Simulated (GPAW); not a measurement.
Crystal: ZnCu2SnS4.

```
CELL_PARAMETERS angstrom
-2.71710 2.71710 5.42480
2.71710 -2.71710 5.42480
2.71710 2.71710 -5.42480
ATOMIC_POSITIONS crystal
Sn 0.50000 0.50000 0.00000
Zn 0.25000 0.75000 0.50000
Cu 0.75000 0.25000 0.50000
Cu 0.00000 0.00000 0.00000
S 0.62799 0.62839 0.51280
S 0.88481 0.37201 0.00040
S 0.11559 0.11519 0.48720
S 0.37161 0.88441 0.99960
```

Base run:

* Program: GPAW 26.7.0
* Functional: PBEsol
* Potentials or basis: PAW data sets generated in the run's folder for this functional
* Cutoff: 450 eV
* Basis: pw
* k mesh: 5 × 5 × 5
* Occupations: fermi-dirac, width 0.001 eV
* Spin: no spin polarisation

Its results: band gap on the k mesh 0.24 eV, direct; electronic dielectric tensor (diagonal) 43.85, 43.85, 87.80.

Q: The run is repeated on the same cell with these changes: functional from PBEsol to AM05. What comes out?

A: Band gap on the k mesh 0.30 eV, direct; electronic dielectric tensor (diagonal) 27.92, 27.92, 45.15.

Caveats: the gap is small at this level, which inflates the dielectric constant; the long-wavelength limit can be off by several per cent where d states take part; spin-orbit coupling is left out, which moves the levels of the heavy elements.

A k mesh can miss the band edges.
